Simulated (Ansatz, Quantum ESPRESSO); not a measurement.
**Equation of state of B2 CoAl**

How stiff is B2 CoAl under hydrostatic load? Each row relaxes cell and atoms at a set pressure. The phase is followed to these pressures whether or not it stays the stable one.

Calculated with Quantum ESPRESSO 7.5, PBEsol, GBRV 1.5 ultrasoft potentials, cutoff 680 eV, Fermi–Dirac smearing 0.05 eV, k-mesh 15×15×15, no spin polarisation, no spin-orbit coupling.

Reference cell, relaxed at zero pressure with PBEsol (Pm-3m): a = 2.8206 Å, b = 2.8206 Å, c = 2.8206 Å, α = 90.00°, β = 90.00°, γ = 90.00°.

```
atom       x       y       z
  Co  0.5000  0.5000  0.5000
  Al  0.0000  0.0000  0.0000
```

```
V (Å³/atom)    V/V0  P (GPa)  E − E0 (meV/atom)
    11.4569  1.0211   −3.969                2.5
    10.9487  0.9758    4.955                4.7
    10.4987  0.9357   14.863               33.1
    10.3045  0.9184   19.833               54.6
     9.9638  0.8881   29.748              107.9
```

V0 = 11.2197 Å³ an atom, where the residual pressure P0 is −0.049 GPa. **Question.** Fit the Birch–Murnaghan law and give the pressure and the energy at V = 10.7116 Å³ an atom, a row left out above.

With the Eulerian strain f = ½[(V0/V)^(2/3) − 1] and F = (P − P0)/[3f(1 + 2f)^(5/2)], the third-order law is the line F = B0 + (3/2) B0 (B′ − 4) f.

```
       f  F (GPa)
 0.04118   197.90
 0.02918   197.07
 0.02264   196.57
 0.00822   194.89
−0.00693   195.38
```

A straight line through the 5 rows: the means are 0.01886 for f and 196.36 for F, Σ(Δx)² = 0.001397 and ΣΔxΔy = 0.08341, so the slope is 0.08341/0.001397 = 59.693 and the intercept 196.36 − (59.693)(0.01886) = 195.24.

Hence B0 = 195.2 GPa and B′ = 4 + (59.7)/(1.5 × 195.2) = 4.20. For the withheld volume f = 0.01569, F = 196.17 GPa and P = 9.93 GPa. The run itself gives 9.91 GPa, so the estimate misses by 0.02 GPa; the fitted rows themselves lie up to 0.03 GPa off the law.

Integrating the same law gives E − E0 = (9/2) B0 V0 f²[1 + (B′ − 4) f] + P0(V0 − V), with 1 GPa Å³ = 6.2415 meV: 15.0 meV an atom. The run itself gives 16.2 meV, so the estimate misses by 1.2 meV; the fitted rows themselves lie up to 3.0 meV off the law.

The same fit over all rows at other levels or in other programs gives B0 = 194 GPa with PBEsol (Ansatz).

[Logs are printed without paths, hosts, clocks, repeated set-up lines and the standing remarks that a program may print on its own settings, such as how far it seeks lower states.]
